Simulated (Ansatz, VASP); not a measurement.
## MoS2: VASP beside Ansatz

```xyz
6
Lattice="3.1730 0.0000 0.0000 -1.5865 2.7479 0.0000 0.0000 0.0000 12.4359" Properties=species:S:1:pos:R:3 pbc="T T T"
Mo    0.0000    1.8319    3.1090
Mo    1.5865    0.9160    9.3269
S     0.0000    1.8319    7.7712
S     1.5865    0.9160    1.5533
S     0.0000    1.8319   10.8827
S     1.5865    0.9160    4.6647
```

Alike in both runs: task single point; functional PBE; k mesh 12 × 12 × 2; no spin polarisation.

|  | VASP | Ansatz |
| --- | --- | --- |
| version | VASP 6.6.1 | Ansatz 0.2.0 |
| potentials or method | VASP PAW PBE potentials, release 64 (Mo_sv, S) | plane waves, PAW |
| plane-wave cutoff (eV) | 520 | 420 |
| occupations | gaussian, width 0.01 eV | fixed |
| valence electrons in the cell | 52 | 52 |

Ansatz gave:

```
gap on the k mesh at the Fermi level (eV) : 0.94
```

Task: Estimate VASP's values.

Result: gap on the k mesh at the Fermi level (eV): 0.95.

 A k mesh can miss the band edges.
